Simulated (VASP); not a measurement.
# PbSe (Pm-3m) in VASP: a series of runs

One crystal, PbSe, is run at these levels: PBEsol; tasks: single point.

Program: VASP 6.6.1. These are calculated values, not measurements. Logs are shortened: lines on timing, memory, paths and dates and some standing lists are left out, and cuts for length are marked.

## 1. The structure

Symmetry: Pm-3m, No. 221, cubic system. Conventional cell: a = 3.784 Å, b = 3.784 Å, c = 3.784 Å, α = 90.00°, β = 90.00°, γ = 90.00°. Pb (site symmetry m-3m) has 8 Se at 3.28 Å as nearest neighbours. Se (site symmetry m-3m) is surrounded by 8 Pb at 3.28 Å.

Measurements of this composition are mostly on another form, of space group No. 225.

## 2. Single point, PBEsol

Contents of INCAR:

```
SYSTEM = PbSe
  ADDGRID = .False.
  ALGO = Normal
  EDIFF = 1E-6
  ENCUT = 460
  GGA = PS
  ISIF = 2
  ISMEAR = 0
  LASPH = .True.
  LCHARG = .False.
  LREAL = .False.
  LWAVE = .False.
  NELM = 100
  PREC = Accurate
  SIGMA = 0.05
```

Contents of KPOINTS:

```
k-points
0
Gamma
  7 7 7
  0 0 0
```

Contents of POSCAR:

```
PbSe
1.0
    3.7843220000      0.0000000000      0.0000000000
    0.0000000000      3.7843220000      0.0000000000
    0.0000000000      0.0000000000      3.7843220000
Pb Se
1 1
Direct
    0.0000000000      0.0000000000      0.0000000000
    0.5000000000      0.5000000000      0.5000000000
```

Potentials or basis: VASP PAW PBE potentials, release 64 (Pb_d, Se).

Launch:

```console
$ cat potpaw_PBE.64/Pb_d/POTCAR potpaw_PBE.64/Se/POTCAR > POTCAR
$ mpirun -np 1 vasp_std > vasp.out
```

OUTCAR:

```text
SYSTEM = PbSe
   EDIFF = 1E-6
   ENCUT = 460
   GGA = PS
   ISIF = 2
   ISMEAR = 0
   LASPH = .True.
   LREAL = .False.
   NELM = 100
   PREC = Accurate

 Found     20 irreducible k-points:

 Following reciprocal coordinates:
            Coordinates               Weight
  0.000000  0.000000  0.000000      1.000000
  0.142857  0.000000  0.000000      6.000000
  0.285714  0.000000  0.000000      6.000000
  0.428571  0.000000  0.000000      6.000000
  0.142857  0.142857  0.000000     12.000000
  0.285714  0.142857  0.000000     24.000000
   k-points           NKPTS =     20   k-points in BZ     NKDIM =     20   number of bands    NBANDS=     14
   number of dos      NEDOS =    301   number of ions     NIONS =      2
   total plane-waves  NPLWV =  21952
   dimension x,y,z NGX =    28 NGY =   28 NGZ =   28
   dimension x,y,z NGXF=    56 NGYF=   56 NGZF=   56
   ions per type =               1   1
   NGX,Y,Z   is equivalent  to a cutoff of  12.30, 12.30, 12.30 a.u.
   NGXF,Y,Z  is equivalent  to a cutoff of  24.60, 24.60, 24.60 a.u.
 SYSTEM =  PbSe
   PREC   = accura    normal or accurate (medium, high low for compatibility)
   ISTART =      0    job   : 0-new  1-cont  2-samecut
   ICHARG =      2    charge: 1-file 2-atom 10-const
   ISPIN  =      1    spin polarized calculation?
   LNONCOLLINEAR =      F non collinear calculations
   LSORBIT =      F    spin-orbit coupling
   LASPH  =      T    aspherical Exc in radial PAW
   ENCUT  =  460.0 eV  33.81 Ry    5.81 a.u.   6.62  6.62  6.62*2*pi/ulx,y,z
   NELM   =    100;   NELMIN=  2; NELMDL= -5     # of ELM steps
   EDIFF  = 0.1E-05   stopping-criterion for ELM
   LREAL  =      F    real-space projection
   EDIFFG = 0.1E-04   stopping-criterion for IOM
   NSW    =      0    number of steps for IOM
   IBRION =     -1    ionic relax: 0-MD 1-quasi-New 2-CG
   NFREE  =      0    steps in history (QN), initial steepest desc. (CG)
   ISIF   =      2    stress and relaxation
   ISYM   =      2    0-nonsym 1-usesym 2-fastsym
   POTIM  = 0.5000    time-step for ionic-motion
   TEBEG  =    0.0;   TEEND  =   0.0 temperature during run
   PSTRESS=    0.0 pullay stress
   NELECT =      20.0000    total number of electrons
   NUPDOWN=      -1.0000    fix difference up-down
   EMIN   =  10.00;   EMAX   =-10.00  energy-range for DOS
   EFERMI =   0.00;   METHOD = LEGACY
   ISMEAR =     0;   SIGMA  =   0.05  broadening in eV -4-tet -1-fermi 0-gaus
   EFERMI_NEDOS =   21; number of points for ismear=-14 and -15
   IALGO  =     38    algorithm
   IMIX   =      4    mixing-type and parameters
     AMIX     =   0.40;   BMIX     =  1.00
     AMIX_MAG =   1.60;   BMIX_MAG =  1.00
  volume/ion in A,a.u.               =      27.10       182.87
  Fermi-wavevector in a.u.,A,eV,Ry     =   1.174258  2.219025 18.760817  1.378881
  Thomas-Fermi vector in A             =   2.310658
   LORBIT       =      0    0 simple, 1 ext, 2 COOP (PROOUT), +10 PAW based schemes
   GGA     = PS    functional components
   LHFCALC =     F    Hartree Fock is set to
   AEXX    =    0.0000 exact exchange contribution
   IVDW    =     0    specifies the selected vdW correction
   LEPSILON=     F    determine dielectric tensor
   LRPA    =     F    only Hartree local field effects (RPA)
 non-spin polarized calculation
 Gauss-broadening in eV      SIGMA  =   0.05
  energy-cutoff  :      460.00
  volume of cell :       54.20
 maximum number of plane-waves:      1235
 NGX is ok and might be reduce to    28
   NGX = 13   NGY = 13   NGZ = 13

 number of electron      20.0000009 magnetization

 Free energy of the ion-electron system (eV)
  ---------------------------------------------------
  ext. energy  EPLUGINS =         0.00000000
  ---------------------------------------------------
  free energy    TOTEN  =        -8.47189239 eV

  energy without entropy =       -8.47025414  energy(sigma->0) =       -8.47107327

 E-fermi :   5.1177     XC(G=0): -10.1237

 val. band max:        5.0509975110   @ k =   0.2857   0.1429   0.1429
 cond. band min:       5.1387577039   @ k =   0.4286   0.4286   0.0000
 fundamental gap:      0.0877601928
 Fermi energy:         5.1176862185

 k-point     1 :       0.0000    0.0000    0.0000
  band No.  band energies     occupation
      1     -11.6433      2.00000
      2     -11.6433      2.00000
      3     -11.4928      2.00000
      4     -11.4928      2.00000
      5     -11.4928      2.00000
      6      -8.0465      2.00000
      7      -1.8993      2.00000
      8       3.6796      2.00000
      9       3.6796      2.00000
     10       3.6796      2.00000
     11      10.2301      0.00000
     12      10.2301      0.00000
     13      11.2244      0.00000
     14      11.2244      0.00000

 k-point     2 :       0.1429    0.0000    0.0000
  band No.  band energies     occupation
      1     -11.6420      2.00000
      2     -11.6212      2.00000
      3     -11.5010      2.00000
      4     -11.5010      2.00000
      5     -11.4921      2.00000
      6      -7.8983      2.00000
      7      -2.1967      2.00000
      8       3.5854      2.00000
      9       3.8538      2.00000
     10       3.8538      2.00000
     11       9.5482      0.00000
     12      10.3878      0.00000
     13      10.7444      0.00000
     14      10.7444      0.00000

 k-point     3 :       0.2857    0.0000    0.0000
  band No.  band energies     occupation
      1     -11.6391      2.00000
      2     -11.5717      2.00000
      3     -11.5193      2.00000
      4     -11.5193      2.00000
      5     -11.4904      2.00000
      6      -7.5013      2.00000
      7      -2.9499      2.00000
      8       3.7280      2.00000
      9       4.3179      2.00000
     10       4.3179      2.00000
     11       7.5899      0.00000
     12       9.6535      0.00000
     13       9.6535      0.00000
     14      10.8448      0.00000

 k-point     4 :       0.4286    0.0000    0.0000
  band No.  band energies     occupation
      1     -11.6367      2.00000
      2     -11.5338      2.00000
      3     -11.5338      2.00000
      4     -11.5323      2.00000
      5     -11.4891      2.00000
      6      -7.0719      2.00000
      7      -3.6699      2.00000
      8       4.4504      2.00000
      9       4.8187      2.00000
     10       4.8187      2.00000
     11       5.8079      0.00000
     12       8.7105      0.00000
     13       8.7105      0.00000
     14      11.4634      0.00000

 k-point     5 :       0.1429    0.1429    0.0000
  band No.  band energies     occupation
      1     -11.6305      2.00000
      2     -11.6090      2.00000
      3     -11.5111      2.00000
      4     -11.5009      2.00000
      5     -11.4993      2.00000
      6      -7.7527      2.00000
      7      -2.3733      2.00000
      8       2.9199      2.00000
      9       4.0151      2.00000
     10       4.4805      2.00000
     11       8.5916      0.00000
     12      10.1856      0.00000
     13      10.4479      0.00000
     14      11.1539      0.00000

 k-point     6 :       0.2857    0.1429    0.0000
  band No.  band energies     occupation
      1     -11.6239      2.00000
      2     -11.5626      2.00000
      3     -11.5336      2.00000
      4     -11.5180      2.00000
      5     -11.4980      2.00000
      6      -7.3666      2.00000
      7      -2.9098      2.00000
      8       2.6364      2.00000
      9       4.4382      2.00000
     10       4.9440      2.00000
     11       6.9550      0.00000
     12       9.6585      0.00000
     13       9.7093      0.00000
     14      11.7071      0.00000

 [... further k-points ...]

------------------------ aborting loop because EDIFF is reached ----------------------------------------

  FORCE on cell =-STRESS in cart. coord.  units (eV):
  Direction    XX          YY          ZZ          XY          YZ          ZX
  --------------------------------------------------------------------------------------
  -------------------------------------------------------------------------------------
  Total       -1.0897660     -1.0897660     -1.0897660      0.0000000     -0.0000000     -0.0000000
  in kB      -32.2165928    -32.2165928    -32.2165928      0.0000000     -0.0000000     -0.0000000
  external PRESSURE =     -32.2165928 kB  Pullay stress =       0.0000000 kB

 VOLUME and BASIS-vectors are now :
 -----------------------------------------------------------------------------
  energy-cutoff  :      460.00
  volume of cell :       54.20
      direct lattice vectors                 reciprocal lattice vectors
     3.784322000  0.000000000  0.000000000     0.264248127  0.000000000  0.000000000
     0.000000000  3.784322000  0.000000000     0.000000000  0.264248127  0.000000000
     0.000000000  0.000000000  3.784322000     0.000000000  0.000000000  0.264248127

 POSITION                                       TOTAL-FORCE (eV/Angst)
 -----------------------------------------------------------------------------------
      0.00000      0.00000      0.00000         0.000000      0.000000      0.000000
      1.89216      1.89216      1.89216         0.000000      0.000000      0.000000
 -----------------------------------------------------------------------------------
    total drift:                               -0.000000      0.000000      0.000000

  FREE ENERGIE OF THE ION-ELECTRON SYSTEM (eV)
  ---------------------------------------------------
  free  energy   TOTEN  =        -8.4718923905 eV

  energy  without entropy=       -8.4702541433  energy(sigma->0) =       -8.47107327
```

It took 12 s on 1 thread of Intel Xeon Platinum 8488C (Sapphire Rapids), shared host; peak memory 0.16 GiB.

These settings aren't checked as converged: the numbers below hold their error.

What came out:

| Quantity | Value |
| --- | --- |
| Free energy | -8.4719 eV |
| Pressure | -3.2 GPa |
| Band gap on the k mesh | none (metal or under the smearing width) |

Caveat: the PAW data sets were made with another functional, which shifts forces and pressure a little.

(Continued in part 2 of 2.)
